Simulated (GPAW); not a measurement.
Runs of GPAW 26.7.0 on I. It takes space group Fmmm (No. 69, orthorhombic). Conventional cell: a = 4.384 Å, b = 4.731 Å, c = 7.820 Å, α = 90.00°, β = 90.00°, γ = 90.00°. Around I (site symmetry mmm) lie 4 I at 3.23 Å. 

| task | level | potentials or basis | cell | cutoff (eV) | band path | band points | optimizer | fmax | max steps | grid spacing | gap on the mesh (eV) | pressure (GPa) | relaxed volume (Å³/atom) |
| --- | --- | --- | --- | --- | --- | --- | --- | --- | --- | --- | --- | --- | --- |
| band structure | LDA | PAW data sets generated in the run's folder for this functional, pw | as given | 600 | GYCDXGZD1HC,C1Z,XH1,HY,LG | 60 | - | - | - | - | - | -2.1 | - |
| relaxation of cell and atoms | MS2 | GPAW PAW data sets (gpaw-data 1.2.1), pw | relaxed | 600 | - | - | BFGS | 0.02 eV/Å | 100 | - | none | 0.0 | 40.35 |
| single point | TB-mBJ | GPAW PAW data sets for LDA (gpaw-data 1.2.1), pw | as given | 600 | - | - | - | - | - | - | none | - | - |
| relaxation of cell and atoms | LDA | the program's PAW data sets (release 1.2.1) made for this functional, pw | relaxed | 600 | - | - | FIRE | 0.05 eV/Å | 100 | - | none | 0.0 | (a) |

Alike in all rows: no spin polarisation; k mesh 7 × 7 × 7; smearing fermi-dirac 0.05 eV.

**Question.** Estimate the missing entries.

**Answer.** (a) 35.77.

Caveats: an odd number of electrons without spin polarisation forces a metal; a magnetic or distorted state may lie lower; later steps reuse the first step's grids (some runs); the PAW data sets were made with another functional, which shifts forces and pressure a little (some runs); spin-orbit coupling is left out, which moves the levels of the heavy elements (some runs); a model potential gives levels but no total energy (some runs).

A k mesh can miss the band edges, and the runs leave out spin-orbit coupling on I.

A gap of «none» marks a metal or a gap under the smearing width.
